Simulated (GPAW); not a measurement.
# MnO2 (P6_3/mmc) in GPAW: further runs

One crystal, MnO2, is run at these levels: PBEsol, LDA; tasks: band structure.

Everything below comes from runs of GPAW 26.7.0. Logs are shortened: lines on timing, memory, paths and dates and some standing lists are left out, and cuts for length are marked. The log counts tension as positive stress, the text compression.

### Step 1. Starting point

It takes space group P6_3/mmc (No. 194, hexagonal). The conventional cell has a = 2.855 Å, b = 2.855 Å, c = 10.222 Å, α = 90.00°, β = 90.00°, γ = 120.00°. Mn (site symmetry -3m) is surrounded by 6 O at 1.90 Å. O (site symmetry 3m) has 3 Mn at 1.90 Å as nearest neighbours.

Measurements of this composition are mostly on another form, of space group No. 136.

### Step 2. Band structure, PBEsol, collinear spin, ferromagnetic start

File run.py:

```python
from ase import Atoms
from ase.dft.bandgap import bandgap
from ase.io import write
from ase.units import GPa
from gpaw import GPAW, PW, setup_paths

setup_paths.insert(0, '.')

atoms = Atoms(['Mn', 'Mn', 'O', 'O', 'O', 'O'],
              cell=[[2.8549554371, 0.0, 0.0],
                    [-1.4274777185, 2.4724639352, 0.0],
                    [0.0, 0.0, 10.2217427273]],
              scaled_positions=[[0.0, 0.0, 0.5],
                                [0.0, 0.0, 0.0],
                                [0.6666666667, 0.3333333333, 0.40685645],
                                [0.6666666667, 0.3333333333, 0.09314355],
                                [0.3333333333, 0.6666666667, 0.59314355],
                                [0.3333333333, 0.6666666667, 0.90685645]],
              pbc=True)
atoms.set_initial_magnetic_moments([4.0, 4.0, 0.0, 0.0, 0.0, 0.0])

calc = GPAW(mode=PW(800),
            xc='PBEsol',
            kpts={'size': (7, 7, 2), 'gamma': True},
            occupations={'name': 'fermi-dirac', 'width': 0.05},
            nbands=47,
            convergence={'density': 1e-05, 'energy': 1e-05},
            maxiter=150,
            txt='gpaw.txt')
atoms.calc = calc
energy = atoms.get_potential_energy()
forces = atoms.get_forces()
stress = atoms.get_stress()
calc.write('gs.gpw')
write('result.traj', atoms)
print(f'Energy: {energy:.6f} eV')
print('Forces (eV/A):')
print(forces.round(4))
print('Stress (GPa):', (stress / GPa).round(3))
print('Moments:', calc.get_magnetic_moments().round(3))
print('Fermi level:', round(calc.get_fermi_level(), 4), 'eV')
print(f'Gap: {bandgap(calc)[0]:.4f} eV, direct: {bandgap(calc, direct=True)[0]:.4f} eV')

path = atoms.cell.bandpath('GMKGALHA,LM,KH', npoints=100, eps=1e-4)
bs_calc = calc.fixed_density(kpts=path, symmetry='off', nbands=67,
                             convergence={'bands': 'CBM+6.0', 'eigenstates': 1e-6}, txt='bands.txt')
bs = bs_calc.band_structure()
bs.write('bs.json')
print(f'Gap on the path: {bandgap(bs_calc)[0]:.4f} eV')
```

Potentials or basis: PAW data sets generated in the run's folder for this functional, pw.

Started as:

```sh
> gpaw-setup -f PBEsol Mn O
> OMP_NUM_THREADS=1 python run.py
```

gpaw.txt:

```text
__  _  _
 | _ |_)|_||  |
 |__||  | ||/\| - 26.7.0

Input parameters:
  mode=PW(ecut=800.0),
  convergence={'density': 1e-05, 'energy': 1e-05},
  kpts=MonkhorstPack(size=(7, 7, 2), gamma=True),
  maxiter=150,
  nbands=47,
  occupations=Occupations(name='fermi-dirac', width=0.05),
  xc=XC(name='PBEsol')

Diagonalizing LCAO Hamiltonian
Converting LCAO to pw mode

        O

        O

       Mn
           O

           O

       Mn

Atoms  # Å, Bohr magnetons
|   | symbol |         x |        y |        z |    initial magnetic moments |
|---|--------|-----------|----------|----------|-----------------------------|
| 0 |     Mn |  0.000000 | 0.000000 | 5.110871 | ( 0.0000,  0.0000,  4.0000) |
| 1 |     Mn |  0.000000 | 0.000000 | 0.000000 | ( 0.0000,  0.0000,  4.0000) |
| 2 |      O |  1.427478 | 0.824155 | 4.158782 | ( 0.0000,  0.0000,  0.0000) |
| 3 |      O |  1.427478 | 0.824155 | 0.952089 | ( 0.0000,  0.0000,  0.0000) |
| 4 |      O | -0.000000 | 1.648309 | 6.062961 | ( 0.0000,  0.0000,  0.0000) |
| 5 |      O | -0.000000 | 1.648309 | 9.269653 | ( 0.0000,  0.0000,  0.0000) |

Unit cell  # Å
| periodic |         x |        y |         z |   lengths |     angles |
|----------|-----------|----------|-----------|-----------|------------|
|      yes |  2.854955 | 0.000000 |  0.000000 |  2.854955 |  90.000000 |
|      yes | -1.427478 | 2.472464 |  0.000000 |  2.854955 |  90.000000 |
|      yes |  0.000000 | 0.000000 | 10.221743 | 10.221743 | 120.000000 |

Number of symmetries: 12
Symmetry operations  # r_c * U_cc + t_c -> r_c
|    | kind |            matrix            |
|----|------|------------------------------|
|  0 |  σ   |  1, 1, 0,  0,-1, 0,  0, 0, 1 |
|  1 |  S6  |  1, 1, 0, -1, 0, 0,  0, 0,-1 |
|  2 |  E   |  1, 0, 0,  0, 1, 0,  0, 0, 1 |
|  3 |  C2  |  1, 0, 0, -1,-1, 0,  0, 0,-1 |
|  4 |  C2  |  0, 1, 0,  1, 0, 0,  0, 0,-1 |
|  5 |  C3  |  0, 1, 0, -1,-1, 0,  0, 0, 1 |
|  6 |  S6  |  0,-1, 0,  1, 1, 0,  0, 0,-1 |
|  7 |  σ   |  0,-1, 0, -1, 0, 0,  0, 0, 1 |
|  8 |  σ   | -1, 0, 0,  1, 1, 0,  0, 0, 1 |
|  9 |  i   | -1, 0, 0,  0,-1, 0,  0, 0,-1 |
| 10 |  C3  | -1,-1, 0,  1, 0, 0,  0, 0, 1 |
| 11 |  C2  | -1,-1, 0,  0, 1, 0,  0, 0,-1 |

BZ-sampling:
  Number of BZ points: 98
  Number of IBZ points: 16

  Monkhorst-Pack size: [7, 7, 2]
  Monkhorst-Pack shift: [0.0, 0.0, 0.25]

K-points  # in reciprocal-cell coordinates
|     |                                coordinates |     weight |
|-----|--------------------------------------------|------------|
|   0 | (  0.00000000,   0.00000000,   0.00000000) | 0.01020408 |
|   1 | (  0.00000000,   0.00000000,   0.50000000) | 0.01020408 |
|   2 | (  0.14285714,   0.00000000,   0.00000000) | 0.06122449 |
|   3 | (  0.14285714,   0.00000000,   0.50000000) | 0.06122449 |
|   4 | (  0.28571429,  -0.14285714,   0.00000000) | 0.06122449 |
|   5 | (  0.28571429,  -0.14285714,   0.50000000) | 0.06122449 |
|   6 | (  0.28571429,   0.00000000,   0.00000000) | 0.06122449 |
|   7 | (  0.28571429,   0.00000000,   0.50000000) | 0.06122449 |
[... 75 lines left out ...]

    Using partial waves for O as LCAO basis

Reference energy: -71102.493104  # eV

eigensolver:
  PPCG
  Converge bands: occupied
  niter=2

density mixing:
  MSR1-Mixer
  Pratt-step length: 0.05
  Maximum mixing coefficient: 0.75
  Old densities: 10
  SVD Regularization: 0.005
  Good broyden scale: 1.0
  Trust region scale: 1.0
  Backstep threshold: 4.0
  History deletion threshold: 6.0
  Fourier metric: weight=20.0, sigma=0.015

occupation numbers:
  Fermi-Dirac:
    width: 0.0500  # eV

poisson solver:
  ecut: 6400.0  # eV

xc functional:
  name: PBEsol with 2 nearest neighbor stencil

convergence criteria:
- Maximum integral of absolute [dens]ity change: 1e-05 electrons / valence electron
- Maximum [total energy] change in last 3 cyles: 1e-05 eV / valence electron
- Maximum integral of absolute [eigenst]ate change: 4e-08 eV^2 / valence electron
maximum number of iterations: 150

SCF iterations
|iter     | |      energy | eigst |  dens |  magmom |
|---------|-|-------------|-------|-------|---------|
|iter:   1| |  -56.353551 | +0.53 |       |  +8.0038|
|iter:   2| |  -54.265692 | -1.34 | -0.81 |  +7.9036|
|iter:   3| |  -51.946437 | -1.22 | -0.88 |  +7.2530|
|iter:   4| |  -51.971130 | -2.50 | -1.26 |  +6.9056|
|iter:   5| |  -52.106044 | -2.35 | -1.40 |  +6.3060|
|iter:   6| |  -52.146557 | -3.19 | -1.78 |  +5.9758|
|iter:   7| |  -52.149990 | -4.24 | -2.31 |  +5.9800|
|iter:   8| |  -52.150665 | -4.56 | -2.57 |  +5.9950|
|iter:   9| |  -52.150456 | -5.34 | -2.99 |  +5.9969|
|iter:  10| |  -52.150436c| -6.32 | -3.33 |  +6.0001|
|iter:  11| |  -52.150437c| -7.13 | -3.94 |  +6.0003|
|iter:  12| |  -52.150436c| -7.77c| -4.57 |  +6.0001|
|iter:  13| |  -52.150436c| -8.18c| -5.07c|  +5.9999|

Converged in 13 steps
Energy contributions relative to reference atoms: (reference = -71102.493104)

Energy contributions:
  Kinetic:          39.342333
  Coulomb:         -44.624776
  Zero:              1.086219
  External:          0.000000
  Xc:              -47.954196
  Entropy:          -0.000032
  Spinorbit:         0.000000
  ----------------------------
  Free energy:     -52.150452
  Extrapolated:    -52.150436

dipole moment: (-6.639894, -11.500633, -23.773149)  # |e|*Ang

Total magnetic moment: (0.000000, 0.000000, 5.999930)

Local magnetic moments
|        x |        y |        z |
|----------|----------|----------|
| 0.000000 | 0.000000 | 2.811347 |  # Mn   0
| 0.000000 | 0.000000 | 2.811347 |  # Mn   1
| 0.000000 | 0.000000 | 0.036340 |  # O    2
| 0.000000 | 0.000000 | 0.036340 |  # O    3
| 0.000000 | 0.000000 | 0.036340 |  # O    4
| 0.000000 | 0.000000 | 0.036340 |  # O    5

Fermi level: 3.247
Eigenvalues  # (at kpt = [0.000, 0.000, 0.000])
| band index |      eig [eV] | occ [0-1] |      eig [eV] | occ [0-1] |
|------------|---------------|-----------|---------------|-----------|
|          0 |       -78.411 |     1.000 |       -75.243 |     1.000 |
|        ... |               |           |               |           |
|         19 |         0.502 |     1.000 |         1.433 |     1.000 |
|         20 |         0.502 |     1.000 |         1.433 |     1.000 |
|         21 |         0.503 |     1.000 |         1.457 |     1.000 |
|         22 |         0.563 |     1.000 |         1.457 |     1.000 |
|         23 |         1.317 |     1.000 |         1.484 |     1.000 |
|         24 |         1.350 |     1.000 |         3.632 |     0.000 |
[... 8 lines left out ...]
|         33 |         5.823 |     0.000 |         7.207 |     0.000 |
|         34 |         9.523 |     0.000 |         9.831 |     0.000 |
|        ... |               |           |               |           |
|         46 |        25.238 |     0.000 |        25.996 |     0.000 |

Gap: 0.775 eV
Transition (v -> c):
  (s=0, k=2, n=29, [0.14, 0.00, 0.00]) -> (s=1, k=0, n=24, [0.00, 0.00, 0.00])
Direct/indirect transitions are different
Direct gap: 0.813 eV
Transition at: (s=0->1, k=0, n=29, [0.00, 0.00, 0.00])

Forces  # eV/Ang
|        x |        y |        z |
|----------|----------|----------|
| -0.00000 |  0.00000 |  0.00000 |  # Mn   0
|  0.00000 |  0.00000 |  0.00000 |  # Mn   1
| -0.00000 |  0.00000 | -0.03881 |  # O    2
| -0.00000 |  0.00000 |  0.03883 |  # O    3
|  0.00000 | -0.00000 |  0.03881 |  # O    4
|  0.00000 | -0.00000 | -0.03883 |  # O    5

Stress tensor  # eV/Ang^3
|         x |         y |         z |
|-----------|-----------|-----------|
| -0.001635 |  0.000000 |  0.000000 |
|  0.000000 | -0.001635 |  0.000000 |
|  0.000000 |  0.000000 | -0.004873 |

# Writing to gs.gpw (mode='')
```

stdout:

```text
Energy: -52.150436 eV
Forces (eV/A):
[[-0.      0.      0.    ]
 [ 0.      0.      0.    ]
 [-0.      0.     -0.0388]
 [-0.      0.      0.0388]
 [ 0.     -0.      0.0388]
 [ 0.     -0.     -0.0388]]
Stress (GPa): [-0.262 -0.262 -0.781  0.     0.     0.   ]
Moments: [2.811 2.811 0.036 0.036 0.036 0.036]
Fermi level: 3.2471 eV
Gap: 0.7748 eV, direct: 0.8135 eV
Gap on the path: 0.7681 eV
```

bands.txt:

```text
Diagonalizing LCAO Hamiltonian
Converting LCAO to pw mode
convergence criteria:
- Maximum integral of absolute [eigenst]ate change: 1e-06 eV^2 / valence electron
maximum number of iterations: 150

SCF iterations
|iter     | |      energy | eigst |  dens |  magmom |
[... 106 lines left out ...]
         [0.5       , 0.        , 0.5       ],
         [0.5       , 0.        , 0.33333333],
         [0.5       , 0.        , 0.16666667],
         [0.5       , 0.        , 0.        ],
         [0.33333333, 0.33333333, 0.        ],
         [0.33333333, 0.33333333, 0.125     ],
         [0.33333333, 0.33333333, 0.25      ],
         [0.33333333, 0.33333333, 0.375     ],
         [0.33333333, 0.33333333, 0.5       ]])),
  maxiter=150,
  nbands=67,
  occupations=Occupations(name='fermi-dirac', width=0.05),
  symmetry=Symmetry(point_group=False, time_reversal=False),
  xc=XC(name='PBEsol')
```

Wall time 8.4 min (1 thread of Arm Neoverse V2, shared host); peak memory 1.3 GiB.

Results:

- Free energy: -52.1505 eV
- Pressure: 0.4 GPa
- Largest force: 0.039 eV/Å
- Band gap on the k mesh: 0.77 eV, indirect (least direct gap 0.81 eV)
- Band gap along the path: 0.77 eV, indirect (least direct gap 0.81 eV)
- Net moment: 6.00 μB per cell
- Site moments: Mn +2.81; O +0.04 μB

Forces on the atoms (eV/Å):
```
Mn   0.000  0.000  0.000
Mn   0.000  0.000  0.000
O    0.000  0.000 -0.039
O    0.000  0.000  0.039
O    0.000  0.000  0.039
O    0.000  0.000 -0.039
```

Levels at the corners of the path, in eV from the valence-band top:
Spin up:
| point | band 27 | band 28 | band 29 | band 30 | band 31 | band 32 | band 33 | band 34 |
| --- | --- | --- | --- | --- | --- | --- | --- | --- |
| Γ | -1.49 | -1.49 | -0.28 | -0.05 | 2.94 | 2.94 | 2.96 | 2.96 |
| M | -1.77 | -1.72 | -1.03 | -0.95 | 2.13 | 2.30 | 2.77 | 2.80 |
| K | -0.79 | -0.78 | -0.67 | -0.67 | 2.07 | 2.07 | 2.19 | 2.19 |
| Γ | -1.49 | -1.49 | -0.28 | -0.05 | 2.94 | 2.94 | 2.96 | 2.96 |
| A | -1.50 | -1.50 | -0.14 | -0.14 | 2.95 | 2.95 | 2.95 | 2.95 |
| L | -1.74 | -1.74 | -0.98 | -0.98 | 2.22 | 2.22 | 2.78 | 2.78 |
| H | -0.78 | -0.78 | -0.68 | -0.68 | 2.12 | 2.12 | 2.14 | 2.14 |
| A | -1.50 | -1.50 | -0.14 | -0.14 | 2.95 | 2.95 | 2.95 | 2.95 |
| L | -1.74 | -1.74 | -0.98 | -0.98 | 2.22 | 2.22 | 2.78 | 2.78 |
| M | -1.77 | -1.72 | -1.03 | -0.95 | 2.13 | 2.30 | 2.77 | 2.80 |
| K | -0.79 | -0.78 | -0.67 | -0.67 | 2.07 | 2.07 | 2.19 | 2.19 |
| H | -0.78 | -0.78 | -0.68 | -0.68 | 2.12 | 2.12 | 2.14 | 2.14 |
Spin down:
| point | band 22 | band 23 | band 24 | band 25 | band 26 | band 27 |
| --- | --- | --- | --- | --- | --- | --- |
| Γ | -1.41 | -1.41 | -1.38 | 0.77 | 0.77 | 0.77 |
| M | -2.83 | -2.20 | -1.83 | 1.04 | 1.12 | 1.58 |
| K | -2.79 | -2.71 | -2.71 | 1.13 | 1.16 | 1.96 |
| Γ | -1.41 | -1.41 | -1.38 | 0.77 | 0.77 | 0.77 |
| A | -1.42 | -1.42 | -1.42 | 0.77 | 0.77 | 0.77 |
| L | -2.84 | -2.00 | -2.00 | 1.08 | 1.08 | 1.58 |
| H | -2.84 | -2.71 | -2.71 | 1.15 | 1.15 | 1.96 |
| A | -1.42 | -1.42 | -1.42 | 0.77 | 0.77 | 0.77 |
| L | -2.84 | -2.00 | -2.00 | 1.08 | 1.08 | 1.58 |
| M | -2.83 | -2.20 | -1.83 | 1.04 | 1.12 | 1.58 |
| K | -2.79 | -2.71 | -2.71 | 1.13 | 1.16 | 1.96 |
| H | -2.84 | -2.71 | -2.71 | 1.15 | 1.15 | 1.96 |

Caveat: only a ferromagnetic start was run, and an antiferromagnetic order may lie lower in energy.

(Continued in part 2 of 2.)
